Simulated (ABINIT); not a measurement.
# InP (F-43m) in ABINIT: single point with PBE

Aim: the single point of InP with PBE.

Everything below comes from runs of ABINIT 10.8.3 (patched build). Logs are shortened: lines on timing, memory, paths and dates and some standing lists are left out, and cuts for length are marked. The log counts tension as positive stress, the text compression.

**What was measured.**

A printed reference work, data compilation reports, for a bulk crystal of InP at 1.6 K: band gap 1.4236 eV (direct).

The runs below are set against these values where they give the same quantity.

### 1 The structure

It takes space group F-43m (No. 216, cubic). Conventional cell: a = 5.861 Å, b = 5.861 Å, c = 5.861 Å, α = 90.00°, β = 90.00°, γ = 90.00°. In (site symmetry -43m) is surrounded by 4 P at 2.54 Å. P (site symmetry -43m) is surrounded by 4 In at 2.54 Å.

### 2 Single point, PBE, spin-orbit coupling, no magnetisation

run.abi reads:

```
pp_dirpath "./"
pseudos "In.upf, P.upf"

acell 3*1.0 Angstrom
rprim
     0.0000000000     2.9305000000     2.9305000000
     2.9305000000     0.0000000000     2.9305000000
     2.9305000000     2.9305000000     0.0000000000
ntypat 2
znucl 49 15
natom 2
typat 1 2
xcart
     0.0000000000     0.0000000000     0.0000000000
     4.3957500000     4.3957500000     4.3957500000 Angstrom

ecut 31.0

kptopt 1
ngkpt 6 6 6
nshiftk 1
shiftk 0.0 0.0 0.0

ixc 11

nband 26
occopt 3
tsmear 0.00183747

nspinor 2
nspden 1
so_psp 2*1

nstep 100
tolvrs 1.0e-10

iomode 3
prtwf 0
prtden 0
prteig 0
prtebands 0
prtvol 2
```

Potentials or basis: PseudoDojo NC FR PBE v0.4 standard.

Started as:

```bash
$ abinit run.abi > log 2>&1
```

run.abo:

```text
.Version 10.8.3 of ABINIT
 Symmetries : space group F-4 3 m (#216); Bravais cF (face-center cubic)
================================================================================
 Values of the parameters that define the memory need of the present run
     intxc =       0    ionmov =       0      iscf =       7    lmnmax =      15
     lnmax =      15     mgfft =      40  mpssoang =       5    mqgrid =    3001
     natom =       2  nloc_mem =       1    nspden =       1   nspinor =       2
    nsppol =       1      nsym =      24    n1xccc =    2501    ntypat =       2
    occopt =       3   xclevel =       2
       mpw =        2822          nfft =       64000          nkpt =          16
================================================================================
================================================================================

--------------------------------------------------------------------------------
------------- Echo of variables that govern the present computation ------------
--------------------------------------------------------------------------------
 -outvars: echo values of preprocessed input variables --------
            acell      1.8897261259E+00  1.8897261259E+00  1.8897261259E+00 Bohr
              amu      1.14820000E+02  3.09737620E+01
             ecut      3.10000000E+01 Hartree
              ixc          11
         kptrlatt        6    0    0      0    6    0      0    0    6
          kptrlen      4.69901511E+01
            natom           2
            nband          26
            ngfft          40      40      40
             nkpt          16
          nspinor           2
            nstep         100
             nsym          24
           ntypat           2
           occopt           3
           prtden           0
        prtebands           0
           prteig           0
           prtvol           2
            prtwf           0
            rprim      0.0000000000E+00  2.9305000000E+00  2.9305000000E+00
                       2.9305000000E+00  0.0000000000E+00  2.9305000000E+00
                       2.9305000000E+00  2.9305000000E+00  0.0000000000E+00
          spgroup         216
           tolvrs      1.00000000E-10
           tsmear      1.83747000E-03 Hartree
            typat      1  2
           xangst      0.0000000000E+00  0.0000000000E+00  0.0000000000E+00
                       4.3957500000E+00  4.3957500000E+00  4.3957500000E+00
            xcart      0.0000000000E+00  0.0000000000E+00  0.0000000000E+00
                       8.3067636180E+00  8.3067636180E+00  8.3067636180E+00
             xred      0.0000000000E+00  0.0000000000E+00  0.0000000000E+00
                       7.5000000000E-01  7.5000000000E-01  7.5000000000E-01
            znucl       49.00000   15.00000

================================================================================

 chkinp: Checking input parameters for consistency.

================================================================================
== DATASET  1 ==================================================================

--- !DatasetInfo
iteration_state: {dtset: 1, }
dimensions: {natom: 2, nkpt: 16, mband: 26, nsppol: 1, nspinor: 2, nspden: 1, mpw: 2822, }
cutoff_energies: {ecut:  31.0, pawecutdg:  -1.0, }
electrons: {nelect:   1.80000000E+01, charge:   0.00000000E+00, occopt:   3.00000000E+00, tsmear:   1.83747000E-03, }
meta: {optdriver: 0, ionmov: 0, optcell: 0, iscf: 7, paral_kgb: 0, }
...

 Exchange-correlation functional for the present dataset will be:
  GGA: Perdew-Burke-Ernzerhof functional - ixc=11
  J.P.Perdew, K.Burke, M.Ernzerhof, PRL 77, 3865 (1996)

 Real(R)+Recip(G) space primitive vectors, cartesian coordinates (Bohr,Bohr^-1):
 R(1)=  0.0000000  5.5378424  5.5378424  G(1)= -0.0902879  0.0902879  0.0902879
 R(2)=  5.5378424  0.0000000  5.5378424  G(2)=  0.0902879 -0.0902879  0.0902879
 R(3)=  5.5378424  5.5378424  0.0000000  G(3)=  0.0902879  0.0902879 -0.0902879
 Unit cell volume ucvol=  3.3966576E+02 bohr^3
 Angles (23,13,12)=  6.00000000E+01  6.00000000E+01  6.00000000E+01 degrees

 getcut: wavevector=  0.0000  0.0000  0.0000  ngfft=  40  40  40
         ecut(hartree)=     31.000   => boxcut(ratio)=   2.03779

--- Pseudopotential description ------------------------------------------------
- pspini: atom type   1  psp file is ./In.upf
12 -101130 2 -1 1986                          pspcod,pspxc,lmax,lloc,mmax
     nproj     2     4     2     0
     spin-orbit psp
        nprojso     4     3     0

- pspini: atom type   2  psp file is ./P.upf
12 -101130 2 -1 1298                          pspcod,pspxc,lmax,lloc,mmax
     nproj     2     3     2     0
     spin-orbit psp
        nprojso     3     3     0

   6.01009675E+02                                ecore*ucvol(ha*bohr**3)
--------------------------------------------------------------------------------

================================================================================

--- !BeginCycle
iteration_state: {dtset: 1, }
solver: {iscf: 7, nstep: 100, nline: 4, wfoptalg: 0, }
tolerances: {tolvrs: 1.00E-10, }
[... 58 lines left out ...]

 ----iterations are completed or convergence reached----

 Mean square residual over all n,k,spin=   33.474E-08; max=  65.181E-06
   0.0000  0.0000  0.0000    1  3.07569E-15 kpt; spin; max resid(k); each band:
  3.97E-18 4.03E-18 3.81E-18 3.74E-18 6.88E-18 7.01E-18 2.68E-18 2.66E-18
  2.66E-18 2.73E-18 3.64E-16 3.64E-16 1.08E-16 4.24E-16 1.02E-16 3.50E-16
  2.67E-16 2.01E-16 6.22E-16 5.20E-16 1.19E-15 2.15E-15 2.47E-16 3.08E-15
  4.57E-16 2.88E-15
   0.1667  0.0000  0.0000    1  3.36760E-15 kpt; spin; max resid(k); each band:
  8.40E-18 8.28E-18 3.95E-18 3.60E-18 1.22E-17 1.22E-17 5.75E-18 5.73E-18
  2.51E-18 2.19E-18 3.72E-16 3.70E-16 3.30E-16 3.53E-16 2.57E-16 2.25E-16
  4.82E-16 2.62E-16 1.41E-15 1.38E-15 1.71E-15 1.37E-15 1.40E-15 3.37E-15
  1.47E-15 1.43E-15
   0.3333  0.0000  0.0000    1  5.46729E-15 kpt; spin; max resid(k); each band:
  1.71E-17 1.69E-17 3.36E-18 3.26E-18 2.04E-17 2.05E-17 6.99E-18 7.32E-18
  2.03E-18 1.90E-18 3.44E-16 3.45E-16 2.54E-16 2.59E-16 3.23E-16 1.90E-16
  3.85E-16 1.61E-16 1.63E-15 1.71E-15 1.88E-15 1.74E-15 1.76E-15 1.94E-15
  5.22E-15 5.47E-15
   0.5000  0.0000  0.0000    1  7.02504E-14 kpt; spin; max resid(k); each band:
  2.14E-17 2.14E-17 2.98E-18 3.20E-18 2.39E-17 2.38E-17 6.55E-18 6.31E-18
[... 48 lines left out ...]
   0.5000  0.3333  0.1667    1  2.73987E-07 kpt; spin; max resid(k); each band:
  2.62E-17 1.47E-17 2.59E-18 2.41E-18 3.61E-17 1.47E-17 5.75E-18 4.58E-18
  2.49E-18 1.72E-18 3.00E-16 3.05E-16 1.64E-16 1.68E-16 3.20E-16 3.25E-16
  2.40E-16 2.80E-16 4.53E-15 5.56E-15 2.70E-15 1.85E-15 1.20E-15 2.85E-15
  3.61E-08 2.74E-07
  -0.3333  0.3333  0.1667    1  6.19243E-06 kpt; spin; max resid(k); each band:
  2.96E-17 1.55E-17 2.36E-18 1.97E-18 4.05E-17 1.64E-17 3.69E-18 4.69E-18
  1.54E-18 1.38E-18 2.20E-16 2.32E-16 1.69E-16 1.68E-16 2.33E-16 2.91E-16
  2.91E-16 2.81E-16 3.82E-15 3.65E-15 1.64E-15 1.62E-15 2.04E-14 2.11E-14
  4.01E-07 6.19E-06
  -0.3333  0.5000  0.1667    1  1.77297E-14 kpt; spin; max resid(k); each band:
  3.03E-17 1.75E-17 2.23E-18 1.52E-18 3.88E-17 1.54E-17 4.01E-18 5.19E-18
  1.52E-18 1.52E-18 2.41E-16 2.11E-16 1.48E-16 1.48E-16 1.94E-16 1.30E-16
  1.18E-16 2.77E-16 1.36E-15 3.91E-16 2.77E-15 2.66E-15 1.95E-15 3.01E-15
  4.33E-15 1.77E-14
 reduced coordinates (array xred) for    2 atoms
       0.000000000000      0.000000000000      0.000000000000
       0.750000000000      0.750000000000      0.750000000000
 rms dE/dt=  0.0000E+00; max dE/dt=  0.0000E+00; dE/dt below (all hartree)
    1       0.000000000000      0.000000000000      0.000000000000
    2       0.000000000000      0.000000000000      0.000000000000

 cartesian coordinates (angstrom) at end:
    1      0.00000000000000     0.00000000000000     0.00000000000000
    2      4.39575000000000     4.39575000000000     4.39575000000000

 cartesian forces (hartree/bohr) at end:
    1     -0.00000000000000    -0.00000000000000    -0.00000000000000
    2     -0.00000000000000    -0.00000000000000    -0.00000000000000
 frms,max,avg= 0.0000000E+00 0.0000000E+00   0.000E+00  0.000E+00  0.000E+00 h/b

 cartesian forces (eV/Angstrom) at end:
    1     -0.00000000000000    -0.00000000000000    -0.00000000000000
    2     -0.00000000000000    -0.00000000000000    -0.00000000000000
 frms,max,avg= 0.0000000E+00 0.0000000E+00   0.000E+00  0.000E+00  0.000E+00 e/A
 length scales=  1.889726125908  1.889726125908  1.889726125908 bohr
              =  1.000000000000  1.000000000000  1.000000000000 angstroms
 Fermi (or HOMO) energy (hartree) =   0.17887   Average Vxc (hartree)=  -0.34603
 Eigenvalues (hartree) for nkpt=  16  k points:
 kpt#   1, nband= 26, wtk=  0.00463, kpt=  0.0000  0.0000  0.0000 (reduced coord)
  -0.37523   -0.37523   -0.37523   -0.37523   -0.34641   -0.34641   -0.34269   -0.34269
  -0.34269   -0.34269   -0.25881   -0.25881    0.16198    0.16198    0.16563    0.16563
   0.16563    0.16563    0.19069    0.19069    0.30332    0.30332    0.32010    0.32010
   0.32010    0.32010
      occupation numbers for kpt#   1
   1.00000    1.00000    1.00000    1.00000    1.00000    1.00000    1.00000    1.00000
   1.00000    1.00000    1.00000    1.00000    0.99990    0.99990    0.99926    0.99926
   0.99926    0.99926    0.00160    0.00160    0.00000    0.00000    0.00000    0.00000
   0.00000    0.00000
 kpt#   2, nband= 26, wtk=  0.03704, kpt=  0.1667  0.0000  0.0000 (reduced coord)
  -0.37539   -0.37539   -0.37528   -0.37497   -0.34653   -0.34653   -0.34316   -0.34316
  -0.34251   -0.34211   -0.24730   -0.24730    0.08415    0.08415    0.15166    0.15166
   0.15452    0.15500    0.23066    0.23066    0.32201    0.32201    0.33327    0.33327
   0.33577    0.33593
      occupation numbers for kpt#   2
   1.00000    1.00000    1.00000    1.00000    1.00000    1.00000    1.00000    1.00000
[... 128 lines left out ...]
      occupation numbers for kpt#  15
   1.00000    1.00000    1.00000    1.00000    1.00000    1.00000    1.00000    1.00000
   1.00000    1.00000    1.00000    1.00000    1.00000    1.00000    1.00000    1.00000
   1.00000    1.00000    0.00000    0.00000    0.00000    0.00000    0.00000    0.00000
   0.00000    0.00000
 kpt#  16, nband= 26, wtk=  0.05556, kpt= -0.3333  0.5000  0.1667 (reduced coord)
  -0.37827   -0.37600   -0.37376   -0.37331   -0.34982   -0.34511   -0.34287   -0.34239
  -0.34189   -0.34110   -0.16948   -0.16941   -0.04295   -0.04260    0.05794    0.06121
   0.06308    0.06440    0.28384    0.28618    0.29752    0.29795    0.41079    0.41671
   0.42477    0.42550
      occupation numbers for kpt#  16
   1.00000    1.00000    1.00000    1.00000    1.00000    1.00000    1.00000    1.00000
   1.00000    1.00000    1.00000    1.00000    1.00000    1.00000    1.00000    1.00000
   1.00000    1.00000    0.00000    0.00000    0.00000    0.00000    0.00000    0.00000
   0.00000    0.00000
 Total charge density [el/Bohr^3]
)     Maximum=    1.0874E+00  at reduced coord.    0.0500    0.0500    0.8750
)Next maximum=    1.0874E+00  at reduced coord.    0.0250    0.0500    0.8750
)     Minimum=    4.5416E-04  at reduced coord.    0.0000    0.0000    0.0000
)Next minimum=    1.0829E-03  at reduced coord.    0.7500    0.7500    0.7500
   Integrated=    1.8000E+01

--- !EnergyTerms
iteration_state     : {dtset: 1, }
comment             : Components of total free energy in Hartree
kinetic             :  4.43889223323464E+01
hartree             :  1.84002969439376E+01
xc                  : -2.20983051967786E+01
Ewald energy        : -4.48602020677458E+01
psp_core            :  1.76941493507874E+00
local_psp           : -5.71788788199017E+01
non_local_psp       : -1.37827394692041E+01
internal            : -7.33614913422675E+01
'-kT*entropy'       : -4.32006405697975E-07
total_energy        : -7.33614917742739E+01
total_energy_eV     : -1.99626788825112E+03
band_energy         : -3.60048547454096E+00
...

 Cartesian components of stress tensor (hartree/bohr^3)
  sigma(1 1)= -9.59133313E-05  sigma(3 2)=  0.00000000E+00
  sigma(2 2)= -9.59133313E-05  sigma(3 1)=  0.00000000E+00
  sigma(3 3)= -9.59133313E-05  sigma(2 1)=  0.00000000E+00

-Cartesian components of stress tensor (GPa)         [Pressure=  2.8219E+00 GPa]
- sigma(1 1)= -2.82186763E+00  sigma(3 2)=  0.00000000E+00
- sigma(2 2)= -2.82186763E+00  sigma(3 1)=  0.00000000E+00
- sigma(3 3)= -2.82186763E+00  sigma(2 1)=  0.00000000E+00

== END DATASET(S) ==============================================================
================================================================================

 -outvars: echo values of variables after computation  --------
            acell      1.8897261259E+00  1.8897261259E+00  1.8897261259E+00 Bohr
           etotal     -7.3361491774E+01
            fcart     -0.0000000000E+00 -0.0000000000E+00 -0.0000000000E+00
                      -0.0000000000E+00 -0.0000000000E+00 -0.0000000000E+00
            rprim      0.0000000000E+00  2.9305000000E+00  2.9305000000E+00
                       2.9305000000E+00  0.0000000000E+00  2.9305000000E+00
                       2.9305000000E+00  2.9305000000E+00  0.0000000000E+00
           strten     -9.5913331315E-05 -9.5913331315E-05 -9.5913331315E-05
                       0.0000000000E+00  0.0000000000E+00  0.0000000000E+00
           xangst      0.0000000000E+00  0.0000000000E+00  0.0000000000E+00
                       4.3957500000E+00  4.3957500000E+00  4.3957500000E+00
             xred      0.0000000000E+00  0.0000000000E+00  0.0000000000E+00
                       7.5000000000E-01  7.5000000000E-01  7.5000000000E-01
 Calculation completed.
```

Run time: 1.7 min. Hardware: 1 thread of Arm Neoverse V2, shared host; peak memory 0.1 GiB.

What came out:

```yaml
Free_energy: -1996.2679 eV
Pressure: 2.8 GPa
Band_gap_on_the_k_mesh: 0.68 eV, direct
Valence_electrons_inside_the_program's_atomic_spheres: In 9.92; P 2.78
```

### 3 Comparison with measurements

Step 2. Measured gap of InP: 1.4236 eV (direct; 1.6 K; a printed reference work, data compilation). This calculation gives 0.68 eV (-0.74 eV). The value is that of PBE, without temperature or zero-point motion. Semilocal functionals fall short of measured gaps as a rule.
